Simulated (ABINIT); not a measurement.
# SnTe (Fm-3m) in ABINIT: further runs

Aim: see how the results for SnTe move with the level of theory and the settings. Levels: TB-mBJ, r2SCAN. Tasks: band structure, equation of state.

Everything below comes from runs of ABINIT 10.8.3 (patched build). Logs are shortened: lines on timing, memory, paths and dates and some standing lists are left out, and cuts for length are marked. The log counts tension as positive stress, the text compression.

**What was measured.**

From a printed reference work, textbook, for a bulk crystal of SnTe at 300 K: band gap 0.18 eV (direct).

The results are compared with them further down.

**1. The crystal as given**

The structure is cubic, space group Fm-3m (No. 225). Conventional cell: a = 6.302 Å, b = 6.302 Å, c = 6.302 Å, α = 90.00°, β = 90.00°, γ = 90.00°. Around Te (site symmetry m-3m) lie 6 Sn at 3.15 Å. Sn (site symmetry m-3m) has 6 Te at 3.15 Å as nearest neighbours.

**2. Band structure, TB-mBJ**

File run.abi:

```
# Datasets: ground state, then fixed potential
ndtset 2

# Pseudopotentials
pp_dirpath "./"
pseudos "Te.LDA_PW-JTH.xml, Sn.LDA_PW-JTH.xml"

# Structure
acell 4.455974803 4.455974803 4.455974803 Angstrom
rprim
     0.0000000000     0.7071067812     0.7071067812
     0.7071067812     0.0000000000     0.7071067812
     0.7071067812     0.7071067812     0.0000000000
ntypat 2
znucl 52 50
natom 2
typat 1 2
xcart
     3.1508500000     3.1508500000     3.1508500000
     0.0000000000     0.0000000000     0.0000000000 Angstrom

# Plane-wave basis
ecut 26.0
pawecutdg 48.0

# Exchange and correlation
ixc -208012
usekden 1
pawxcdev 0

# Bands and occupations
occopt 3
tsmear 0.05 eV

# SCF cycle
nstep 100
diemix 0.3
optforces 0
optstress 0

# Output
iomode 3
prtwf 0
prteig 0
prtebands 0
enunit 1
prtden1 1
prtkden1 1

# Dataset 1
kptopt1 1
ngkpt1 7 7 7
nshiftk1 1
shiftk1 0.0 0.0 0.0
nband1 14
tolvrs1 1.0e-7

# Dataset 2: bands along G-X-W-K-G-L-U-W-L-K
iscf2 -2
getden2 1
getkden2 1
nband2 20
nbdbuf2 4
tolwfr2 1.0e-11
kptopt2 -9
ndivsm2 6
prteig2 1
prtvol2 -3
kptbounds2
     0.0000000000     0.0000000000     0.0000000000
     0.5000000000     0.0000000000     0.5000000000
     0.5000000000     0.2500000000     0.7500000000
     0.3750000000     0.3750000000     0.7500000000
     0.0000000000     0.0000000000     0.0000000000
     0.5000000000     0.5000000000     0.5000000000
     0.6250000000     0.2500000000     0.6250000000
     0.5000000000     0.2500000000     0.7500000000
     0.5000000000     0.5000000000     0.5000000000
     0.3750000000     0.3750000000     0.7500000000
```

Potentials or basis: JTH PAW LDA v2.0.

Run with:

```
$ abinit run.abi > log 2>&1
```

run.abo:

```text
.Version 10.8.3 of ABINIT
 DATASET    1 : space group Fm -3 m (#225); Bravais cF (face-center cubic)
================================================================================
 Values of the parameters that define the memory need for DATASET  1.
     intxc =       0    ionmov =       0      iscf =       7    lmnmax =      18
     lnmax =       6     mgfft =      40  mpssoang =       3    mqgrid =    3001
     natom =       2  nloc_mem =       2    nspden =       1   nspinor =       1
    nsppol =       1      nsym =      48    n1xccc =       1    ntypat =       2
    occopt =       3   xclevel =       2
       mpw =        2698          nfft =       64000          nkpt =          20
 PAW method is used; the additional fine FFT grid is defined by:
   mgfftf=        54    nfftf =    157464
================================================================================
================================================================================

 DATASET    2 : space group Fm -3 m (#225); Bravais cF (face-center cubic)
================================================================================
 Values of the parameters that define the memory need for DATASET  2.
     intxc =       0    ionmov =       0      iscf =      -2    lmnmax =      18
     lnmax =       6     mgfft =      40  mpssoang =       3    mqgrid =    3001
     natom =       2  nloc_mem =       2    nspden =       1   nspinor =       1
    nsppol =       1      nsym =      48    n1xccc =       1    ntypat =       2
    occopt =       3   xclevel =       2
       mpw =        2709          nfft =       64000          nkpt =         103
 PAW method is used; the additional fine FFT grid is defined by:
   mgfftf=        54    nfftf =    157464
================================================================================
================================================================================

--------------------------------------------------------------------------------
------------- Echo of variables that govern the present computation ------------
--------------------------------------------------------------------------------
 -outvars: echo values of preprocessed input variables --------
            acell      8.4205720016E+00  8.4205720016E+00  8.4205720016E+00 Bohr
              amu      1.27600000E+02  1.18710000E+02
           diemix      3.00000000E-01
             ecut      2.60000000E+01 Hartree
           enunit           1
           getden1          0
           getden2          1
          getkden1          0
          getkden2          1
             iscf1          7
             iscf2         -2
              ixc     -208012
           jdtset        1    2
           kptopt1          1
[... 1137 lines left out ...]
cartesian_forces: null
force_length_stats: {min: null, max: null, mean: null, }
...

 Integrated electronic density in atomic spheres:
 ------------------------------------------------
 Atom  Sphere_radius  Integrated_density
    1        2.31107          3.15442904
    2        2.51086         11.77337805

================================================================================

 ----iterations are completed or convergence reached----

 Mean square residual over all n,k,spin=   64.456E-13; max=  99.921E-13
 reduced coordinates (array xred) for    2 atoms
       0.499999999991      0.499999999991      0.499999999991
      -0.000000000009     -0.000000000009     -0.000000000009

 cartesian coordinates (angstrom) at end:
    1      3.15085000000000     3.15085000000000     3.15085000000000
    2     -0.00000000005763    -0.00000000005763    -0.00000000005763
 length scales=  8.420572001616  8.420572001616  8.420572001616 bohr
              =  4.455974803000  4.455974803000  4.455974803000 angstroms
 Eigenvalues (   eV  ) for nkpt= 103  k points:
 kpt#   1, nband= 20, wtk=  1.00000, kpt=  0.0000  0.0000  0.0000 (reduced coord)
 -23.11929  -23.11929  -23.10599  -23.10599  -23.10599  -13.42581   -5.12906   -2.88498
  -2.88498   -2.88498    3.03977    3.03977    3.03977    4.35804    4.35804    4.35804
   6.37509    6.37509    7.06613    7.90422
 kpt#   2, nband= 20, wtk=  1.00000, kpt=  0.0294  0.0000  0.0294 (reduced coord)
 -23.11960  -23.11946  -23.10622  -23.10611  -23.10611  -13.41612   -5.20118   -2.90245
  -2.90245   -2.78958    2.84534    3.03583    3.03583    4.30392    4.41621    4.41621
   6.38595    6.54142    7.14574    7.97619
 kpt#   3, nband= 20, wtk=  1.00000, kpt=  0.0588  0.0000  0.0588 (reduced coord)
 -23.11973  -23.11935  -23.10630  -23.10578  -23.10578  -13.38711   -5.38655   -2.95352
  -2.95352   -2.53707    2.36943    3.03040    3.03040    4.15825    4.58302    4.58302
   6.41853    6.89315    7.36797    8.23464
 kpt#   4, nband= 20, wtk=  1.00000, kpt=  0.0882  0.0000  0.0882 (reduced coord)
 -23.12022  -23.11917  -23.10643  -23.10540  -23.10540  -13.33910   -5.62998   -3.03450
  -3.03450   -2.19324    1.77776    3.03613    3.03613    3.95514    4.84161    4.84161
   6.47272    7.20139    7.69866    8.75225
 kpt#   5, nband= 20, wtk=  1.00000, kpt=  0.1176  0.0000  0.1176 (reduced coord)
[... 381 lines left out ...]
  -3.55494   -2.71844    1.61947    1.93483    4.09988    4.88166    7.36445    7.83421
  10.54877   11.92902   12.38892   13.04897
 kpt# 101, nband= 20, wtk=  1.00000, kpt=  0.4000  0.4000  0.7000 (reduced coord)
 -23.12845  -23.11881  -23.10456  -23.09944  -23.09795  -11.88874   -8.22381   -5.41840
  -3.69926   -2.93682    1.94396    2.25015    4.50904    4.58481    7.52000    7.90270
  10.48054   12.06760   12.61992   13.08918
 kpt# 102, nband= 20, wtk=  1.00000, kpt=  0.3875  0.3875  0.7250 (reduced coord)
 -23.12935  -23.11824  -23.10516  -23.09891  -23.09764  -11.85557   -8.09315   -5.64481
  -3.82460   -3.13169    2.24942    2.50021    4.19717    4.93919    7.75323    8.04570
  10.45080   11.84875   12.86718   13.48645
 kpt# 103, nband= 20, wtk=  1.00000, kpt=  0.3750  0.3750  0.7500 (reduced coord)
 -23.13008  -23.11771  -23.10572  -23.09837  -23.09727  -11.83962   -7.97648   -5.77354
  -3.92903   -3.30369    2.52820    2.66158    3.95516    5.15565    8.01002    8.26727
  10.58468   11.46960   12.86426   13.67471

== END DATASET(S) ==============================================================
================================================================================

 -outvars: echo values of variables after computation  --------
            acell      8.4205720016E+00  8.4205720016E+00  8.4205720016E+00 Bohr
           etotal1    -6.2987677690E+01
            fcart1     9.9999999999E+99  9.9999999999E+99  9.9999999999E+99
                       9.9999999999E+99  9.9999999999E+99  9.9999999999E+99
            rprim      0.0000000000E+00  7.0710678120E-01  7.0710678120E-01
                       7.0710678120E-01  0.0000000000E+00  7.0710678120E-01
                       7.0710678120E-01  7.0710678120E-01  0.0000000000E+00
           strten1     9.9999999999E+99  9.9999999999E+99  9.9999999999E+99
                       9.9999999999E+99  9.9999999999E+99  9.9999999999E+99
           xangst      3.1508500000E+00  3.1508500000E+00  3.1508500000E+00
                      -5.7634014089E-11 -5.7634123406E-11 -5.7634123406E-11
             xred      4.9999999999E-01  4.9999999999E-01  4.9999999999E-01
                      -9.1458229878E-12 -9.1457882934E-12 -9.1457882934E-12
 Calculation completed.
```

It took 5.9 min on 1 thread of AMD EPYC 9R45 (Zen 5), shared host; peak memory 0.24 GiB.

Results:

```
Band gap along the path                               : 0.20 eV, direct
Valence electrons inside the program's atomic spheres : Te 3.15; Sn 11.77
```

Levels at the corners of the path, in eV from the Fermi level:
| point | band 6 | band 7 | band 8 | band 9 | band 10 | band 11 | band 12 | band 13 | band 14 | band 15 |
| --- | --- | --- | --- | --- | --- | --- | --- | --- | --- | --- |
| Γ | -13.06 | -4.76 | -2.51 | -2.51 | -2.51 | 3.41 | 3.41 | 3.41 | 4.73 | 4.73 |
| X | -11.51 | -6.63 | -5.79 | -4.04 | -4.04 | 2.27 | 4.93 | 4.93 | 6.37 | 8.98 |
| W | -11.42 | -7.55 | -5.07 | -5.07 | -1.19 | 0.83 | 4.64 | 4.64 | 6.17 | 6.17 |
| K | -11.47 | -7.61 | -5.40 | -3.56 | -2.93 | 2.90 | 3.03 | 4.33 | 5.53 | 8.38 |
| Γ | -13.06 | -4.76 | -2.51 | -2.51 | -2.51 | 3.41 | 3.41 | 3.41 | 4.73 | 4.73 |
| L | -11.80 | -8.52 | -2.21 | -2.21 | -0.09 | 0.11 | 0.28 | 0.28 | 8.12 | 8.99 |
| U | -11.47 | -7.61 | -5.40 | -3.56 | -2.93 | 2.90 | 3.03 | 4.33 | 5.53 | 8.38 |
| W | -11.42 | -7.55 | -5.07 | -5.07 | -1.19 | 0.83 | 4.64 | 4.64 | 6.17 | 6.17 |
| L | -11.80 | -8.52 | -2.21 | -2.21 | -0.09 | 0.11 | 0.28 | 0.28 | 8.12 | 8.99 |
| K | -11.47 | -7.61 | -5.40 | -3.56 | -2.93 | 2.90 | 3.03 | 4.33 | 5.53 | 8.38 |

Caveat: this odd mesh misses L, where the gap lies, so gap, dielectric constants and Born charges aren't listed; the constant c of TB-mBJ comes from the pseudo density here, which moves gaps by up to 0.3 eV between sets of potentials; the PAW data sets were made with another functional, which shifts forces and pressure a little; spin-orbit coupling is left out, which moves the levels of the heavy elements.

**3. Equation of state, r2SCAN**

File run.abi:

```
# Datasets: one volume each
ndtset 7
getwfk -1
scalecart1 3*0.9795861087
scalecart2 3*0.9864848297
scalecart3 3*0.9932883884
scalecart4 3*1.0000000000
scalecart5 3*1.0066227096
scalecart6 3*1.0131594038
scalecart7 3*1.0196128224

# Pseudopotentials
pp_dirpath "./"
pseudos "Te.GGA_PBE-JTH.xml, Sn.GGA_PBE-JTH.xml"

# Structure
acell 4.455974803 4.455974803 4.455974803 Angstrom
rprim
     0.0000000000     0.7071067812     0.7071067812
     0.7071067812     0.0000000000     0.7071067812
     0.7071067812     0.7071067812     0.0000000000
ntypat 2
znucl 52 50
natom 2
typat 1 2
xred
     0.5000000000     0.5000000000     0.5000000000
     0.0000000000     0.0000000000     0.0000000000

# Plane-wave basis
ecut 26.0
pawecutdg 48.0

# k points
kptopt 1
ngkpt 7 7 7
nshiftk 1
shiftk 0.0 0.0 0.0

# Exchange and correlation
ixc -497498
usekden 1
pawxcdev 0

# Bands and occupations
nband 14
occopt 3
tsmear 0.05 eV

# SCF cycle
nstep 100
tolvrs 1.0e-7

# Output
iomode 3
prtwf 1
prtden 0
prteig 0
prtebands 0
enunit 2
```

Potentials or basis: JTH PAW PBE v2.0.

Run with:

```
$ abinit run.abi > log 2>&1
```

Run time: 4.3 min. Hardware: 1 thread of AMD EPYC 9R45 (Zen 5), shared host; peak memory 0.22 GiB.

It converged, with:

* Equilibrium volume: 32.25 Å³/atom
* Bulk modulus: 43 GPa
* Pressure derivative of the bulk modulus: 4.9

Energy against volume, from the lowest point:
```tsv
volume (Å³/atom)	energy (meV/atom)
29.404	40.42
30.030	23.47
30.656	11.48
31.281	3.88
31.907	0.20
32.532	0.00
33.158	2.97
```

Caveat: pressures at fixed basis lie under the slope of the energies; this odd mesh misses L, where the gap lies, so gap, dielectric constants and Born charges aren't listed; the PAW data sets were made with another functional, which shifts forces and pressure a little. Zero-point motion and thermal expansion aren't in these numbers.

**4. How close it comes**

Step 2. Measured gap of SnTe: 0.18 eV (direct; 300 K; a printed reference work, textbook). This calculation gives 0.20 eV (+0.02 eV). Spin-orbit coupling on Sn, Te is left out. The value is that of TB-mBJ, without temperature or zero-point motion.
